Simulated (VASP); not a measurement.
Here is a VASP 6.6.1 calculation.

Contents of INCAR:

```
ALGO     = Normal         # electronic algorithm
EDIFF    = 1E-7           # SCF threshold, eV
ENCUT    = 520            # plane-wave cutoff, eV
GGA      = PE             # functional
ISIF     = 2              # what is computed and relaxed
ISMEAR   = -1             # smearing method
LASPH    = T              # aspherical terms in the spheres
LCHARG   = T              # write CHGCAR
LELF     = T              # ELF
LREAL    = F              # projectors in reciprocal space
LVHAR    = T            
LWAVE    = F              # write WAVECAR
NBANDS   = 63             # bands
NELM     = 80             # most SCF steps
PREC     = Accurate       # precision mode
SIGMA    = 0.05           # smearing width, eV
```

Contents of KPOINTS:

```
k-points
0
Gamma
  5 5 5
```

The input POSCAR:

```
Nb3Sn
1.0
    5.2821000000      0.0000000000      0.0000000000
    0.0000000000      5.2821000000      0.0000000000
    0.0000000000      0.0000000000      5.2821000000
Sn Nb
2 6
Direct
    0.5081000000      0.5045540000      0.5032040000
    0.0057830000     -0.0022610000     -0.0150810000
   -0.0031190000      0.4941410000      0.2374140000
    0.0049870000      0.5003180000      0.7461680000
    0.4972100000      0.2495560000     -0.0004800000
    0.7522980000      0.0019520000      0.4943930000
    0.5048830000      0.7465480000     -0.0073720000
    0.2536420000     -0.0026320000      0.5066670000
```

Potentials or basis: VASP PAW PBE potentials, release 64 (Sn_d, Nb_sv).

Run with:

```bash
$ cat potpaw_PBE.64/Sn_d/POTCAR potpaw_PBE.64/Nb_sv/POTCAR > POTCAR
$ mpirun -np 1 vasp_std > vasp.out
```

(1) What does it give for the largest force?

(2) What does it give for the pressure?

## Answers

(1) 0.891 eV/Å.

(2) 3.7 GPa.
